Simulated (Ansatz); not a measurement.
Zone-centre modes in SiNi

The calculation used DFT r2SCAN, scalar-relativistic, plane waves, PAW (Ansatz 0.2.0). Settings: plane waves to 500 eV, k-mesh 10×10×10 (Γ-centred), Gaussian smearing 0.15 eV. No spin polarisation. A magnetic state may lie lower.

The starting cell (relaxed at this level; this form isn't the usual structure):

```
Si Ni
1.0
     4.46481    0.00000    0.00000
     0.00000    4.46481    0.00000
     0.00000    0.00000    4.46481
Si Ni
4 4
Direct
  0.84692 0.84692 0.84692
  0.65308 0.15308 0.34692
  0.34692 0.65308 0.15308
  0.15308 0.34692 0.65308
  0.14873 0.14873 0.14873
  0.35127 0.85127 0.64873
  0.64873 0.35127 0.85127
  0.85127 0.64873 0.35127
```

Harmonic modes by finite displacements of 0.02 Å, without the LO–TO term.

Q: At this geometry, is the structure stable against these modes?

A: Yes: no mode is imaginary beyond 10 cm⁻¹, and only the three translations lie near zero.

Q: List the wavenumbers in cm⁻¹.

A: 0, 0, 0, 122, 122, 153, 153, 153, 161, 186, 186, 186, 282, 282, 282, 284, 284, 317, 317, 317, 334, 388, 388, 388.

Cost: 1 run of about 18 core-minutes, on AMD EPYC 9R45 (Zen 5) (shared hosts).